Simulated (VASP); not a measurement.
# CoPtO2 (R-3m) in VASP: single point with PBE+U

Aim: the single point of CoPtO2 with PBE+U.

Program: VASP 6.6.1. These are calculated values, not measurements. Logs are shortened: lines on timing, memory, paths and dates and some standing lists are left out, and cuts for length are marked.

**1. Starting point**

The structure is trigonal, space group R-3m (No. 166). Conventional cell: a = 2.823 Å, b = 2.823 Å, c = 17.808 Å, α = 90.00°, β = 90.00°, γ = 120.00°. Co (site symmetry -3m) is surrounded by 6 O at 1.90 Å. Pt (site symmetry -3m) is surrounded by 2 O at 2.00 Å. O (site symmetry 3m) has 3 Co at 1.90 Å and 1 Pt at 2.00 Å as nearest neighbours.

The cell is a database's computed one.

**2. Single point, PBE+U, collinear spin, ferromagnetic start**

File INCAR:

```
ALGO = Normal
EDIFF = 1E-6
ENCUT = 520
GGA = PE
ISIF = 2
ISMEAR = -1
ISPIN = 2
LASPH = T
LCHARG = T
LDAU = T
LDAUJ = 0 0 0
LDAUL = 2 -1 -1
LDAUPRINT = 1
LDAUTYPE = 2
LDAUU = 4 0 0
LELF = T
LMAXMIX = 4
LORBIT = 11
LREAL = F
LVHAR = T
LWAVE = F
MAGMOM = 2 0 0 0
NELM = 150
PREC = Accurate
SIGMA = 0.1
```

File KPOINTS:

```
k-points
0
Gamma
  16 16 16
```

File POSCAR:

```
CoPtO2
1.0
    1.4112950000      0.8148115482      5.9361333333
   -1.4112950000      0.8148115482      5.9361333333
    0.0000000000     -1.6296230963      5.9361333333
Co Pt O
1 1 2
Direct
    0.5000000000      0.5000000000      0.5000000000
    0.0000000000      0.0000000000      0.0000000000
    0.8877559700      0.8877559700      0.8877559700
    0.1122440300      0.1122440300      0.1122440300
```

Potentials or basis: VASP PAW PBE potentials, release 64 (Co, Pt, O).

Command:

```bash
> cat potpaw_PBE.64/Co/POTCAR potpaw_PBE.64/Pt/POTCAR potpaw_PBE.64/O/POTCAR > POTCAR
> mpirun -np 1 vasp_std > vasp.out
```

OUTCAR:

```text
EDIFF = 1E-6
   ENCUT = 520
   GGA = PE
   ISIF = 2
   ISMEAR = -1
   ISPIN = 2
   LASPH = T
   LORBIT = 11
   LREAL = F
   NELM = 150
   PREC = Accurate

 ion  position               nearest neighbor table
   1  0.500  0.500  0.500-   4 1.90   4 1.90   3 1.90   3 1.90   4 1.90   3 1.90
   2  0.000  0.000  0.000-   3 2.00   4 2.00
   3  0.888  0.888  0.888-   1 1.90   1 1.90   1 1.90   2 2.00
   4  0.112  0.112  0.112-   1 1.90   1 1.90   1 1.90   2 2.00

  LATTYP: Found a trigonal (rhomboedric) cell.
 ALAT       =     6.1557574990
 COS(alpha) =     0.8948758261

  Lattice vectors:

 A1 = (   1.4112950000,   0.8148115482,   5.9361333333)
 A2 = (  -1.4112950000,   0.8148115482,   5.9361333333)
 A3 = (   0.0000000000,  -1.6296230963,   5.9361333333)

Analysis of symmetry for initial positions (statically):
=====================================================================
 Subroutine PRICEL returns:
 Original cell was already a primitive cell.

 Routine SETGRP: Setting up the symmetry group for a
 trigonal (rhombohedral) supercell.

 Subroutine GETGRP returns: Found 12 space group operations
 (whereof 12 operations were pure point group operations)
 out of a pool of 12 trial point group operations.

The static configuration has the point symmetry D_3d.

Analysis of symmetry for dynamics (positions and initial velocities):
=====================================================================
 Subroutine PRICEL returns:
 Original cell was already a primitive cell.

 Routine SETGRP: Setting up the symmetry group for a
 trigonal (rhombohedral) supercell.

 Subroutine GETGRP returns: Found 12 space group operations
 (whereof 12 operations were pure point group operations)
 out of a pool of 12 trial point group operations.

The dynamic configuration has the point symmetry D_3d.

Analysis of structural, dynamic, and magnetic symmetry:
=====================================================================
 Subroutine PRICEL returns:
 Original cell was already a primitive cell.

 Routine SETGRP: Setting up the symmetry group for a
 trigonal (rhombohedral) supercell.

 Subroutine GETGRP returns: Found 12 space group operations
 (whereof 12 operations were pure point group operations)
 out of a pool of 12 trial point group operations.

The overall configuration has the point symmetry D_3d.

 Subroutine INISYM returns: Found 12 space group operations
 (whereof 12 operations are pure point group operations),
 and found     1 'primitive' translations

----------------------------------------------------------------------------------------

                                     Primitive cell

  volume of cell :      40.9572

  direct lattice vectors                    reciprocal lattice vectors
     1.411295000  0.814811548  5.936133333     0.354284540  0.204546275  0.056153276
    -1.411295000  0.814811548  5.936133333    -0.354284540  0.204546275  0.056153276
     0.000000000 -1.629623096  5.936133333     0.000000000 -0.409092549  0.056153276

  length of vectors
     6.155757499  6.155757499  6.155757499     0.412928449  0.412928449  0.412928449

[... 82 lines left out ...]
   ENCUT  =  520.0 eV  38.22 Ry    6.18 a.u.  11.45 11.45 11.45*2*pi/ulx,y,z
   NELM   =    150;   NELMIN=  2; NELMDL= -5     # of ELM steps
   EDIFF  = 0.1E-05   stopping-criterion for ELM
   LREAL  =      F    real-space projection
   EDIFFG = 0.1E-04   stopping-criterion for IOM
   NSW    =      0    number of steps for IOM
   IBRION =     -1    ionic relax: 0-MD 1-quasi-New 2-CG
   NFREE  =      0    steps in history (QN), initial steepest desc. (CG)
   ISIF   =      2    stress and relaxation
   ISYM   =      2    0-nonsym 1-usesym 2-fastsym
   POTIM  = 0.5000    time-step for ionic-motion
   TEBEG  =    0.0;   TEEND  =   0.0 temperature during run
   PSTRESS=    0.0 pullay stress
   NELECT =      31.0000    total number of electrons
   NUPDOWN=      -1.0000    fix difference up-down
   EMIN   =  10.00;   EMAX   =-10.00  energy-range for DOS
   EFERMI =   0.00;   METHOD = LEGACY
   ISMEAR =    -1;   SIGMA  =   0.10  broadening in eV -4-tet -1-fermi 0-gaus
   EFERMI_NEDOS =   21; number of points for ismear=-14 and -15
   IALGO  =     38    algorithm
   IMIX   =      4    mixing-type and parameters
     AMIX     =   0.40;   BMIX     =  1.00
     AMIX_MAG =   1.60;   BMIX_MAG =  1.00
  volume/ion in A,a.u.               =      10.24        69.10
  Fermi-wavevector in a.u.,A,eV,Ry     =   1.491943  2.819363 30.285108  2.225893
  Thomas-Fermi vector in A             =   2.604533
   LORBIT       =     11    0 simple, 1 ext, 2 COOP (PROOUT), +10 PAW based schemes
 LDA+U is selected, type is set to LDAUTYPE =  2
   angular momentum for each species LDAUL =     2   -1   -1
   U (eV)           for each species LDAUU =   4.0  0.0  0.0
   J (eV)           for each species LDAUJ =   0.0  0.0  0.0
   GGA     = PE    functional components
   LHFCALC =     F    Hartree Fock is set to
   AEXX    =    0.0000 exact exchange contribution
   IVDW    =     0    specifies the selected vdW correction
   LEPSILON=     F    determine dielectric tensor
   LRPA    =     F    only Hartree local field effects (RPA)
 spin polarized calculation
  energy-cutoff  :      520.00
  volume of cell :       40.96
 maximum number of plane-waves:      1119
 NGX is ok and might be reduce to    48
   NGX = 23   NGY = 23   NGZ = 23

atom =   1  type =  1  l = 2

 onsite density matrix

spin component  1

  0.9532  0.0000  0.0000  0.0304 -0.0000
  0.0000  0.9400  0.0000 -0.0000  0.0304
  0.0000  0.0000  0.9742 -0.0000  0.0000
  0.0304 -0.0000 -0.0000  0.9400  0.0000
 -0.0000  0.0304  0.0000  0.0000  0.9532

spin component  2

  0.5442 -0.0000  0.0000  0.0654  0.0000
 -0.0000  0.2847  0.0000  0.0000  0.0654
  0.0000  0.0000  0.9620 -0.0000  0.0000
  0.0654  0.0000 -0.0000  0.2847 -0.0000
  0.0000  0.0654  0.0000 -0.0000  0.5442

 occupancies and eigenvectors

  o =  0.2691  v =  0.0000  0.0000  0.0000  0.0000  0.0000 -0.2312 -0.0000  0.0000  0.9729  0.0000      0.0000  0.0000  0.0000  0.0000  0.0000  0.0000  0.0000  0.0000  0.0000  0.0000
  o =  0.2691  v =  0.0000  0.0000  0.0000  0.0000  0.0000  0.0000 -0.9729  0.0000 -0.0000  0.2312      0.0000  0.0000  0.0000  0.0000  0.0000  0.0000  0.0000  0.0000  0.0000  0.0000
  o =  0.5597  v =  0.0000  0.0000  0.0000  0.0000  0.0000  0.0000 -0.2312  0.0000  0.0000 -0.9729      0.0000  0.0000  0.0000  0.0000  0.0000  0.0000  0.0000  0.0000  0.0000  0.0000
  o =  0.5597  v =  0.0000  0.0000  0.0000  0.0000  0.0000  0.9729  0.0000 -0.0000  0.2312  0.0000      0.0000  0.0000  0.0000  0.0000  0.0000  0.0000  0.0000  0.0000  0.0000  0.0000
  o =  0.9154  v = -0.6276  0.0000  0.0000  0.7786 -0.0000  0.0000  0.0000  0.0000  0.0000  0.0000      0.0000  0.0000  0.0000  0.0000  0.0000  0.0000  0.0000  0.0000  0.0000  0.0000
  o =  0.9154  v =  0.0000 -0.7786 -0.0000  0.0000  0.6276  0.0000  0.0000  0.0000  0.0000  0.0000      0.0000  0.0000  0.0000  0.0000  0.0000  0.0000  0.0000  0.0000  0.0000  0.0000
  o =  0.9620  v =  0.0000  0.0000  0.0000  0.0000  0.0000 -0.0000 -0.0000 -1.0000  0.0000 -0.0000      0.0000  0.0000  0.0000  0.0000  0.0000  0.0000  0.0000  0.0000  0.0000  0.0000
  o =  0.9742  v =  0.0000 -0.0000  1.0000 -0.0000 -0.0000  0.0000  0.0000  0.0000  0.0000  0.0000      0.0000  0.0000  0.0000  0.0000  0.0000  0.0000  0.0000  0.0000  0.0000  0.0000
  o =  0.9777  v =  0.0000  0.6276  0.0000 -0.0000  0.7786  0.0000  0.0000  0.0000  0.0000  0.0000      0.0000  0.0000  0.0000  0.0000  0.0000  0.0000  0.0000  0.0000  0.0000  0.0000
  o =  0.9777  v = -0.7786 -0.0000 -0.0000 -0.6276  0.0000  0.0000  0.0000  0.0000  0.0000  0.0000      0.0000  0.0000  0.0000  0.0000  0.0000  0.0000  0.0000  0.0000  0.0000  0.0000

 number of electron      30.9999999 magnetization       2.1005672

 Free energy of the ion-electron system (eV)
  ---------------------------------------------------
  ext. energy  EPLUGINS =         0.00000000
  ---------------------------------------------------
  free energy    TOTEN  =       -22.85613654 eV

  energy without entropy =      -22.71206321  energy(sigma->0) =      -22.78409987

 E-fermi :   8.4845     XC(G=0): -12.6877

 val. band max:        8.4840947119   @ k =  -0.4375   0.3750  -0.0000
 cond. band min:       8.4848736094   @ k =  -0.2500   0.2500   0.1875
 fundamental gap:      0.0007788975
 Fermi energy:         8.4844891415

 spin component 1

 k-point     1 :       0.0000    0.0000    0.0000
  band No.  band energies     occupation
      1     -12.6515      1.00000
      2     -10.6906      1.00000
      3      -1.0875      1.00000
      4       1.0360      1.00000
      5       1.0360      1.00000
      6       1.5777      1.00000
[... 1097 lines left out ...]
     19      12.0457      0.00000
     20      15.1356      0.00000

 [... further k-points ...]

------------------------ aborting loop because EDIFF is reached ----------------------------------------

  FORCE on cell =-STRESS in cart. coord.  units (eV):
  Direction    XX          YY          ZZ          XY          YZ          ZX
  --------------------------------------------------------------------------------------
  -------------------------------------------------------------------------------------
  Total        5.5458670      5.5458670      4.8469307      0.0000000      0.0000000      0.0000000
  in kB      216.9452572    216.9452572    189.6040086      0.0000000      0.0000000      0.0000000
  external PRESSURE =     207.8315077 kB  Pullay stress =       0.0000000 kB

 VOLUME and BASIS-vectors are now :
 -----------------------------------------------------------------------------
  energy-cutoff  :      520.00
  volume of cell :       40.96
      direct lattice vectors                 reciprocal lattice vectors
     1.411295000  0.814811548  5.936133333     0.354284540  0.204546275  0.056153276
    -1.411295000  0.814811548  5.936133333    -0.354284540  0.204546275  0.056153276
     0.000000000 -1.629623096  5.936133333     0.000000000 -0.409092549  0.056153276

 POSITION                                       TOTAL-FORCE (eV/Angst)
 -----------------------------------------------------------------------------------
      0.00000      0.00000      8.90420         0.000000      0.000000      0.000000
      0.00000      0.00000      0.00000         0.000000      0.000000      0.000000
      0.00000      0.00000     15.80951         0.000000      0.000000      1.874600
      0.00000      0.00000      1.99889         0.000000     -0.000000     -1.874600
 -----------------------------------------------------------------------------------
    total drift:                                0.000000      0.000000     -0.000000

  FREE ENERGIE OF THE ION-ELECTRON SYSTEM (eV)
  ---------------------------------------------------
  free  energy   TOTEN  =       -22.8561365353 eV

  energy  without entropy=      -22.7120632113  energy(sigma->0) =      -22.78409987

 total charge

# of ion       s       p       d       tot
------------------------------------------
    1        0.435   0.679   7.341   8.456
    2        0.651   0.581   7.982   9.215
    3        1.572   3.472   0.000   5.045
    4        1.572   3.472   0.000   5.045
--------------------------------------------------
tot          4.232   8.206  15.324  27.761

 magnetization (x)

# of ion       s       p       d       tot
------------------------------------------
    1        0.014   0.020   2.139   2.173
    2       -0.001   0.006  -0.109  -0.103
    3        0.015   0.003   0.000   0.018
    4        0.015   0.003   0.000   0.018
--------------------------------------------------
tot          0.043   0.034   2.030   2.106
```

It took 50 min on 1 thread of AMD EPYC 9R14 (Zen 4), shared host; peak memory 0.82 GiB.

Results:

```yaml
Free_energy: -22.8561 eV
Pressure: 20.8 GPa
Largest_force: 1.875 eV/Å
Band_gap_on_the_k_mesh: none (metal or under the smearing width)
Net_moment: 2.10 μB per cell
Site_moments: Co +2.17; Pt -0.10; O +0.02 μB
Valence_electrons_inside_the_program's_atomic_spheres: Co 8.46; Pt 9.21; O 5.04
```

Forces on the atoms (eV/Å):
```
Co   0.000  0.000  0.000
Pt   0.000  0.000  0.000
O    0.000  0.000  1.875
O    0.000  0.000 -1.875
```

Eigenvalues of the final occupation matrices:
```csv
site,spin,trace,eigenvalues
site 1 d,1,4.76,0.92 0.92 0.97 0.98 0.98
site 1 d,2,2.62,0.27 0.27 0.56 0.56 0.96
```

Caveat: a cell with one magnetic atom can't hold antiferromagnetic order, which such compounds often take; forces of over 1 eV/Å show positions far from the minimum, so gaps and moduli don't describe the material at rest. The state reached can hang on the start; a lower one may exist.
